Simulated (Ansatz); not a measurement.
# SrCl2 (Fm-3m): how far a G0W0 gap depends on its settings

How well converged is a G0W0 gap of the known phase of SrCl2 (Fm-3m) with 3 atoms a cell?

Code: Ansatz 0.2.0. G0W0, plane waves. Calculated at 0 K for a non-magnetic cell.

1 further run of the same task is left out (for a known fault of the program).

**1. The cell**

The cell was relaxed beforehand with r2SCAN.

It is cubic, Fm-3m (No. 225); a = 6.995 Å in the conventional setting, 28.53 Å³ an atom. Near Sr stand 8 Cl at 3.03 Å; near Cl stand 4 Sr at 3.03 Å.

As a file:

```cif
data_structure
_symmetry_space_group_name_H-M 'P 1'
_symmetry_Int_Tables_number 1
_cell_length_a 4.9464
_cell_length_b 4.9464
_cell_length_c 4.9464
_cell_angle_alpha 60.000
_cell_angle_beta 60.000
_cell_angle_gamma 60.000
_cell_volume 85.58
loop_
_atom_site_label
_atom_site_type_symbol
_atom_site_fract_x
_atom_site_fract_y
_atom_site_fract_z
_atom_site_occupancy
Sr1 Sr 0.00000 0.00000 0.00000 1
Cl1 Cl 0.25000 0.25000 0.25000 1
Cl2 Cl 0.75000 0.75000 0.75000 1
```

**2. From PBE, 150 empty bands, 100 eV**

input.yaml

```yaml
crystal:
  lattice:
    - [0.0, 3.4976509443, 3.4976509443]
    - [3.4976509443, 0.0, 3.4976509443]
    - [3.4976509443, 3.4976509443, 0.0]
  atoms:
    - { symbol: Sr, position: [0.0, 0.0, 0.0] }
    - { symbol: Cl, position: [0.25, 0.25, 0.25] }
    - { symbol: Cl, position: [0.75, 0.75, 0.75] }
kpoints:
  mp_grid: { grid: [2, 2, 2] }
hamiltonian:
  xc: pbe
scf:
  occupations: { method: fixed }
gw:
  n_empty_bands: 150
  ecut_chi: 100
  qp_bands: [v1, c1]
  qp_kpoints: band_edges
  screening: { model: contour_deformation }
```

Started as:

```
ansatz run input.yaml --threads 4 --pin off --max-ram 3686MiB --backend cpu --events-out ev --progress --plain --runs-dir out
```

Output, cut to the lines that bear on the results:

```text
Warning: RAYON_NUM_THREADS=4 ignored (pool sized by the plan → 4); use --threads N
[...]
Pseudopotentials: kind: paw
Pseudopotential: Sr, paw, valence charge 10, recommended cutoff 420 eV (normal), Sr.paw.azcp
Pseudopotential: Cl, paw, valence charge 7, recommended cutoff 420 eV (normal), Cl.paw.azcp
Functional definition: PBE
[...]
Crystal: 3 atoms, lattice volume = 85.577 Å³
Basis set: ecut = 420 eV, 1687 PW (Γ)
Bands: 16, of which v1, the nominal top of the filled ones, is band 12 counted from 1 (11 counted from 0)
Symmetry: 48 space group operations
Space group: Fm-3m (ITA 225), of the structure as read, at distance tolerance 4.4e-5 Å
k-points: 3 of 8
[...]
SCF iter   1: F=—  HF=-5710.689876 eV  |F-HF|=—  |Δ(HF+E_count)|=         —  Δρ=4.88e-4  dr2=2.51e-4  ethr=1.77e-3  ⟨swp⟩=6.0  Hψ=282  notcnv=0  defer=5
[...]
SCF iter   6: F=-5710.689804 eV  HF=-5710.689804 eV  |F-HF|=1.13e-9  |Δ(HF+E_count)|=   4.10e-9  Δρ=3.61e-7  dr2=5.41e-11  ethr=5.13e-12  ⟨swp⟩=5.3  Hψ=213  notcnv=0
[...]
NSCF: frozen V_eff on 3 k-points
G₀W₀ screening: q 1/3
G₀W₀ screening: q 2/3
G₀W₀ screening: q 3/3
G₀W₀ self-energy: k 1/3
G₀W₀ self-energy: k 2/3
G₀W₀ self-energy: k 3/3
NSCF: frozen V_eff on 1 k-points
NSCF: frozen V_eff on 1 k-points
SCF converged after 6 iterations
Free energy (F): -5710.689804 eV
[...]
E sigma→0 (E₀):  -5710.689804 eV
Fermi energy:    3.039192 eV
[...]
--- Band table (eV) ---
  k-point 0: bands = ["-29.8378", "-11.8291", "-11.8291", "-11.8291", "-10.2343", "-9.4010", "0.9453", "0.9453", "0.9453", "2.7073", "2.7073", "2.7073", "8.3413", "9.1281", "9.1281", "11.9873"]
[...]
--- G₀W₀: contour deformation, 5 samples at zero and on the imaginary axis and 1 off it, 8 q-points, 150 empty bands' worth ---
  eigenvalues of the whole cell's RPA ε∞ on this k-mesh (on a slab, of 1 + 4πα/V) = 2.8627, 2.8627, 2.8627; static W/v taken at q = 0 is 0.349325
  bands read: the sum over 162 bands ends inside a degenerate multiplet in 1 slot, whose members it reads at an even weight; the widest, k=0: bands 162 to 164 (counted from 1) at 1/3 each
  gw.qp_kpoints: band_edges: 3 of 3 stored k-points solved, in 1 pass; an edge of the gap read off the rows below is read off those points alone
    ik  band        ε_KS         Σx   Σc(E_QP)       V_xc       Z   E_QP_lin       E_QP  E_QP is
     0    12      2.7073   -21.2293     2.9298   -16.8183  0.7912     1.1999     1.2262  root
     0    13      8.3413    -4.9793    -3.5517    -9.0883  0.8447     8.9013     8.8986  root
     1    12      2.0044   -20.7329     3.0528   -16.1125  0.7879     0.4046     0.4368  root
     1    13      9.7393    -5.8031    -4.0690   -11.1465  0.8310    11.0320    11.0137  root
     2    12      3.0392   -21.5200     2.8647   -17.2378  0.7919     1.5987     1.6218  root
     2    13      8.5364    -4.7742    -3.5915    -9.2197  0.8419     9.3972     9.3904  root
```

Run time: 1.6 s. Hardware: 4 threads of Arm Neoverse V2, shared host; peak memory 0.42 GiB.

With 150 empty bands and 100 eV for the screening, the 2×2×2 mesh shows 5.30 eV for PBE and 7.28 eV for the quasiparticles (+1.98 eV). The renormalisation factors Z of the two edge bands lie between 0.79 and 0.84.

**3. From LDA, 8 empty bands, 80 eV**

Changes to input.yaml since step 2:

```diff
@@ -12,3 +12,3 @@
 hamiltonian:
-  xc: pbe
+  xc: lda
 scf:
@@ -16,4 +16,4 @@
 gw:
-  n_empty_bands: 150
-  ecut_chi: 100
+  n_empty_bands: 8
+  ecut_chi: 80
   qp_bands: [v1, c1]
```

Started as:

```
ansatz run input.yaml --threads 4 --pin off --max-ram 3686MiB --backend cpu --events-out ev --progress --plain --runs-dir out
```

Output, cut to the lines that bear on the results:

```text
Warning: RAYON_NUM_THREADS=4 ignored (pool sized by the plan → 4); use --threads N
[...]
Pseudopotentials: kind: paw
Pseudopotential: Sr, paw, valence charge 10, recommended cutoff 420 eV (normal), Sr.paw.azcp
Pseudopotential: Cl, paw, valence charge 7, recommended cutoff 420 eV (normal), Cl.paw.azcp
Functional definition: SPW92
[...]
Crystal: 3 atoms, lattice volume = 85.577 Å³
Basis set: ecut = 420 eV, 1687 PW (Γ)
Bands: 16, of which v1, the nominal top of the filled ones, is band 12 counted from 1 (11 counted from 0)
Symmetry: 48 space group operations
Space group: Fm-3m (ITA 225), of the structure as read, at distance tolerance 4.4e-5 Å
k-points: 3 of 8
[...]
SCF iter   1: F=—  HF=-5539.985972 eV  |F-HF|=—  |Δ(HF+E_count)|=         —  Δρ=5.95e-3  dr2=2.94e-2  ethr=1.77e-3  ⟨swp⟩=6.3  Hψ=280  notcnv=0  defer=3
[...]
  bands read: the sum over 20 bands ends inside a degenerate multiplet in 2 slots, whose members it reads at an even weight; the widest, k=0: bands 19 to 21 (counted from 1) at 2/3 each
  gw.qp_kpoints: band_edges: 3 of 3 stored k-points solved, in 1 pass; an edge of the gap read off the rows below is read off those points alone
  `?` marks the rows in doubt; gw_qp.tsv's column doubts and the gw_qp event give each row's grounds
    ik  band        ε_KS         Σx   Σc(E_QP)       V_xc       Z   E_QP_lin       E_QP  E_QP is
     0    12      2.4537   -21.1592     3.5736   -16.9009  0.8006     1.7618     1.7690  root
     0    13      7.6332    -5.0883    -2.5549    -9.8126  0.8560     9.8616     9.8025  root
     1    12      1.7305   -20.6505     3.6482   -16.2076  0.7937     0.9253     0.9359  root
     1    13      9.2327    -5.6876    -2.8690   -11.4607  0.8435    12.2800    12.1368  root ?
     2    12      2.7969   -21.4618     3.5157   -17.3206  0.8024     2.1655     2.1713  root
     2    13      7.9396    -4.6953    -2.5376    -9.6379  0.8543    10.4219    10.3445  root
```

Run time: 0.57 s. Hardware: 4 threads of Arm Neoverse V2, shared host; peak memory 0.27 GiB.

The run ends with 7.63 eV on its mesh, which is not to be quoted. So few empty bands can't build the screening or the self-energy.

**4. From HSE06, 30 empty bands, 40 eV**

Changes to input.yaml since step 3:

```diff
@@ -12,3 +12,3 @@
 hamiltonian:
-  xc: lda
+  xc: hse06
 scf:
@@ -16,4 +16,4 @@
 gw:
-  n_empty_bands: 8
-  ecut_chi: 80
+  n_empty_bands: 30
+  ecut_chi: 40
   qp_bands: [v1, c1]
```

Started as:

```
ansatz run input.yaml --threads 4 --pin off --max-ram 3686MiB --backend cpu --events-out ev --progress --plain --runs-dir out
```

Output:

```text
Warning: RAYON_NUM_THREADS=4 ignored (pool sized by the plan → 4); use --threads N
exact exchange: scf.exx.singularity resolves to wigner_seitz, which cuts the screened interaction at the faces of the exchange supercell's Wigner-Seitz cell, so that each pair interacts once, at the shortest of its separations (the periodic images that this leaves out come, for a point-like exchange hole, to about 0.016 eV on a filled level). The cut falls within the interaction's reach, and what an exchange supercell this small leaves in the energy, the band gaps and, where it is computed, the pressure is not bounded here. The exchange supercell (the smallest cell that an SCF of this deck is solved on times the 2×2×2 mesh of the exchange sum) has its nearest image at L = 9.89 Å, 2.06 times the interaction's range 1/ω = 4.81 Å. A denser mesh of the exchange sum (kpoints.mp_grid; where a k-mesh is refused, the cell repeated along its short axes), shrinks what is left. The k-mesh (kpoints.mp_grid) can leave an error of its own, as it does under a semilocal functional: two runs of this structure under PBE, one on that k-mesh and one on a denser one or on the cell repeated (per cell), show about how large it is in the energy; in a metal the hybrid's can be larger than they show. Converge the k-mesh under the hybrid itself. See scf.exx.q_mesh
Engine: ansatz 0.2.0, aarch64-unknown-linux-gnu
Pseudopotentials: kind: paw
Pseudopotential: Sr, paw, valence charge 10, recommended cutoff 420 eV (normal), Sr.paw.azcp
Pseudopotential: Cl, paw, valence charge 7, recommended cutoff 420 eV (normal), Cl.paw.azcp
Functional definition: HSE06
  parameter a = 0.25
  parameter omega = 0.11/bohr
  exchange = pbe_x - a*pbe_x_sr(omega) + a*exact_x_sr(omega)
  correlation = pbe_c
davidson cushion auto → on  (no smearing: the cushion is to keep the highest requested band from converging to the state above it; pin scf.eigensolver.cushion to override)
Crystal: 3 atoms, lattice volume = 85.577 Å³
Basis set: ecut = 420 eV, 1687 PW (Γ)
Bands: 16, of which v1, the nominal top of the filled ones, is band 12 counted from 1 (11 counted from 0)
Symmetry: 48 space group operations
Space group: Fm-3m (ITA 225), of the structure as read, at distance tolerance 4.4e-5 Å
k-points: 3 of 8
Non-local potential: Sr, projectors of the file, l = 0: 3, l = 1: 2, l = 2: 2
Non-local potential: Cl, projectors of the file, l = 0: 2, l = 1: 2, l = 2: 2
PAW form: soft (Blöchl's): semilocal exchange-correlation on the pseudo side does not see the compensation charge
PAW frozen core: Sr, regenerated for the run's functional, and the local potential with it (the file was generated under x = pbe(κ = 0.804, μ = 0.2195149727645171), c = pbe(β = 0.06672455060314922))
PAW frozen core: Cl, regenerated for the run's functional, and the local potential with it (the file was generated under x = pbe(κ = 0.804, μ = 0.2195149727645171), c = pbe(β = 0.06672455060314922))
PAW one-centre angular grid: Sr, 110 points (default); XC on 64 Gauss nodes
PAW one-centre angular grid: Cl, 110 points (default); XC on 64 Gauss nodes
Initial density: superposition of atomic densities (neutral atoms: chi_scale 0, normalization atom), corrected by the library's trained network
Initial wavefunctions: pseudopotential atomic-orbital guess
Functional: x = pbe(κ = 0.804, μ = 0.2195149727645171), c = pbe(β = 0.06672455060314922), warm-up for x = pbe(κ = 0.804, μ = 0.2195149727645171) + 0.25 (exact − pbe) at short range (hse, ω = 0.20786987370883472 Å⁻¹), c = pbe(β = 0.06672455060314922); HSE06 as pw.x's `hse` composes it (authors' and Libxc's form: `xc: wpbeh`)
SCF iter   1: F=—  HF=-5710.687989 eV  |F-HF|=—  |Δ(HF+E_count)|=         —  Δρ=7.41e-4  dr2=3.77e-4  ethr=1.77e-3  ⟨swp⟩=3.7  Hψ=349  notcnv=0
preconditioner: auto → none  [insulator: Δε(μ)=5.305 eV  Ē_g=14.156 eV  n_scr=14 (ndim 8)  ℏωp=18.8 eV  f_vac=0.093]
iter 2 solved again at ethr=8.87e-8 eV; its pass at ethr=1.57e-6 eV (dr2=2.13e-5 eV) is discarded
SCF iter   2: F=-5710.687942 eV  HF=-5710.687898 eV  |F-HF|=4.42e-5  |Δ(HF+E_count)|=   9.06e-5  Δρ=2.32e-4  dr2=2.14e-5  ethr=8.87e-8  ⟨swp⟩=2.7  Hψ=298  notcnv=0
SCF 1 stopped early in 2 iterations: F = -5710.687942 eV  dr2 = 2.14e-5
Initial density: handed on by an earlier stage of this run
Initial wavefunctions: those handed on with the density
Functional: x = pbe(κ = 0.804, μ = 0.2195149727645171) + 0.25 (exact − pbe) at short range (hse, ω = 0.20786987370883472 Å⁻¹), c = pbe(β = 0.06672455060314922); HSE06 as pw.x's `hse` composes it (authors' and Libxc's form: `xc: wpbeh`)
Exchange kernel: α = 0.2500, screened, ω = 0.2079 Å⁻¹, Wigner–Seitz truncation, v(0) = 851.7509 eV·Å³, q-mesh 2×2×2, nearest image of the exchange supercell L = 9.89 Å, pair-density grid 18×18×18, without the augmentation charges, whose exchange is taken in its separable form by FFT convolution over the k-point mesh (sized by the pseudopotential files, 27×27×27 at the most), smooth part of the exact exchange by density-matrix convolution
Frozen-core exchange: fock
SCF iter   1: F=—  HF=-5714.898654 eV  |F-HF|=—  |Δ(HF+E_count)|=         —  Δρ=2.95e-3  dr2=6.87e-3  ethr=8.92e-7  ⟨swp⟩=7.0  Hψ=253  notcnv=0
preconditioner: auto → none  [insulator: Δε(μ)=6.599 eV  Ē_g=16.085 eV  n_scr=14 (ndim 8)  ℏωp=18.8 eV  f_vac=0.093]
SCF iter   2: F=—  HF=-5714.896315 eV  |F-HF|=—  |Δ(HF+E_count)|=   2.34e-3  Δρ=1.40e-3  dr2=1.25e-3  ethr=8.92e-7  ⟨swp⟩=5.0  Hψ=184  notcnv=0
SCF iter   3: F=—  HF=-5714.900263 eV  |F-HF|=—  |Δ(HF+E_count)|=   3.95e-3  Δρ=4.77e-4  dr2=3.01e-4  ethr=8.92e-7  ⟨swp⟩=4.0  Hψ=166  notcnv=0
SCF iter   4: F=—  HF=-5714.900164 eV  |F-HF|=—  |Δ(HF+E_count)|=   1.00e-4  Δρ=6.74e-5  dr2=6.15e-6  ethr=8.92e-7  ⟨swp⟩=4.0  Hψ=142  notcnv=0
SCF iter   5: F=-5714.900221 eV  HF=-5714.900224 eV  |F-HF|=2.30e-6  |Δ(HF+E_count)|=   6.01e-5  Δρ=5.40e-5  dr2=3.94e-6  ethr=9.64e-9  ⟨swp⟩=4.3  Hψ=170  notcnv=0
SCF 2 stopped early in 5 iterations: F = -5714.900221 eV  dr2 = 3.94e-6
hybrid outer 1: dexx = +4.789e-3 eV, tail = 1.34e-5 eV
Exchange kernel: α = 0.2500, screened, ω = 0.2079 Å⁻¹, Wigner–Seitz truncation, v(0) = 851.7509 eV·Å³, q-mesh 2×2×2, nearest image of the exchange supercell L = 9.89 Å, pair-density grid 18×18×18, without the augmentation charges, whose exchange is taken in its separable form by FFT convolution over the k-point mesh (sized by the pseudopotential files, 27×27×27 at the most), smooth part of the exact exchange by density-matrix convolution
Frozen-core exchange: fock
SCF iter   1: F=—  HF=-5714.900198 eV  |F-HF|=—  |Δ(HF+E_count)|=         —  Δρ=2.76e-5  dr2=6.54e-7  ethr=2.78e-7  ⟨swp⟩=3.0  Hψ=111  notcnv=0
preconditioner: auto → none  [insulator: Δε(μ)=6.594 eV  Ē_g=16.072 eV  n_scr=14 (ndim 8)  ℏωp=18.8 eV  f_vac=0.097]
iter 2 solved again at ethr=1.43e-10 eV; its pass at ethr=1.93e-9 eV (dr2=3.43e-8 eV) is discarded
SCF iter   2: F=-5714.900198 eV  HF=-5714.900198 eV  |F-HF|=1.20e-8  |Δ(HF+E_count)|=   9.65e-8  Δρ=1.05e-5  dr2=4.75e-8  ethr=1.43e-10  ⟨swp⟩=2.0  Hψ=264  notcnv=0
SCF 3 converged in 2 iterations: F = -5714.900198 eV  dr2 = 4.75e-8
hybrid outer 2: dexx = +1.185e-7 eV, tail = 1.07e-7 eV, Δε = 2.33e-3 eV (about 3.13e-4 eV left of the loop's levels)
NSCF: frozen V_eff on 3 k-points
Exchange-term sweep: 0 of 3 (spin, k) points
Exchange-term sweep: 1 of 3 (spin, k) points
Exchange-term sweep: 2 of 3 (spin, k) points
Exchange-term sweep: 3 of 3 (spin, k) points
G₀W₀ screening: q 1/3
G₀W₀ screening: q 2/3
G₀W₀ screening: q 3/3
G₀W₀ self-energy: k 1/3
G₀W₀ self-energy: k 2/3
G₀W₀ self-energy: k 3/3
NSCF: frozen V_eff on 1 k-points
NSCF: frozen V_eff on 1 k-points
hybrid SCF converged: 2 outer / 7 inner (+2 warm-up), last move |dexx| = 1.18e-7 eV, tail = 1.07e-7 eV
Stability not checked: this state was not tested for a lower state beside it, because the functional holds exact exchange (a hybrid, or Hartree-Fock), whose exchange loop this test does not read (fock_operator; see scf.lower_state_search)
Free energy (F): -5714.900198 eV
Frozen-core exchange: fock
Harris-Foulkes:  -5714.900198 eV  (|F-HF|=1.20e-8)
Internal energy: -5714.900198 eV  (E = F + TS)
E sigma→0 (E₀):  -5714.900198 eV
Fermi energy:    2.111858 eV
--- Per-component energies (eV) ---
  E_band       = -185.245300
  E_kinetic    = 568.268319
  E_local      = -1185.385623  (includes V_loc(G=0)·N_el)
  E_nonlocal   = 257.975535
  E_hartree    = 326.668892
  E_xc         = -311.527069
  E_vxc        = -325.177484  (∫ρ·V_xc dr)
  E_exx        = -54.311275  (= α·E_x^exact, valence–valence)
  E_paw        = -4040.627700  (= ΣΔE_a)
  E_vpaw       = -45.643494  (= ΣTr[D̂ρ^β])
  E_aug_tail   = 0.000178  (compensation charges beyond the density's cutoff)
  E_ewald      = -1275.367140
  E_core_change = -0.594315  (= ΣΔE_core)
  E_smearing   = -0.000000  (= −TS)
  E_closure    = -0.000000  (closes the sum)
  Σ components = -5714.900198   (vs F -5714.900198, Δ=9.09e-13)
--- Band table (eV) ---
  k-point 0: bands = ["-32.7778", "-13.5095", "-13.5095", "-13.5095", "-12.4011", "-11.4940", "-0.1300", "-0.1300", "-0.1300", "1.7483", "1.7483", "1.7483", "8.7048", "9.6442"]
  k-point 1: bands = ["-32.7742", "-13.9021", "-13.5271", "-13.5271", "-11.9761", "-11.4876", "0.4815", "0.4815", "0.5469", "0.7238", "0.9908", "0.9908", "10.3086", "10.3086"]
  k-point 2: bands = ["-32.7729", "-13.9882", "-13.5512", "-13.5512", "-11.8178", "-11.4848", "-0.7936", "0.1005", "0.1005", "1.7041", "1.7041", "2.1119", "8.9337", "10.6578"]
  guard bands above this table: 2 of the run's 16 bands. The solve was not asked for them (output.publish_guard_bands: true or output.eigenvalues: true publishes all)
--- G₀W₀: contour deformation, 5 samples at zero and on the imaginary axis and 1 off it, 8 q-points, 30 empty bands' worth ---
  eigenvalues of the whole cell's RPA ε∞ on this k-mesh (on a slab, of 1 + 4πα/V) = 2.4993, 2.4993, 2.4993; static W/v taken at q = 0 is 0.400119
  bands read: the sum over 42 bands ends inside a degenerate multiplet in 2 slots, whose members it reads at an even weight; the widest, k=1: bands 42 to 43 (counted from 1) at 1/2 each
  gw.qp_kpoints: band_edges: 3 of 3 stored k-points solved, in 1 pass; an edge of the gap read off the rows below is read off those points alone
    ik  band        ε_KS         Σx   Σc(E_QP)       V_xc       Z   E_QP_lin       E_QP  E_QP is
     0    12      1.7483   -21.2265     2.9814   -17.7837  0.8320     1.2851     1.2869  root
     0    13      8.7048    -4.7579    -2.9689    -8.4993  0.8741     9.4812     9.4773  root
     1    12      0.9908   -20.7561     3.0334   -17.1624  0.8282     0.4278     0.4306  root
     1    13     10.3086    -5.5115    -3.0746   -10.1734  0.8650    11.9167    11.8959  root
     2    12      2.1119   -21.5054     2.9577   -18.1544  0.8331     1.7173     1.7186  root
     2    13      8.9337    -4.4636    -2.8185    -8.4181  0.8725    10.0787    10.0698  root
```

Run time: 5.3 s. Hardware: 4 threads of Arm Neoverse V2, shared host; peak memory 0.43 GiB.

With 30 empty bands and 40 eV for the screening, the 2×2×2 mesh shows 6.59 eV for HSE06 and 7.76 eV for the quasiparticles (+1.17 eV). The renormalisation factors Z of the two edge bands lie between 0.83 and 0.87.

(Part 1 of 2 ends here.)
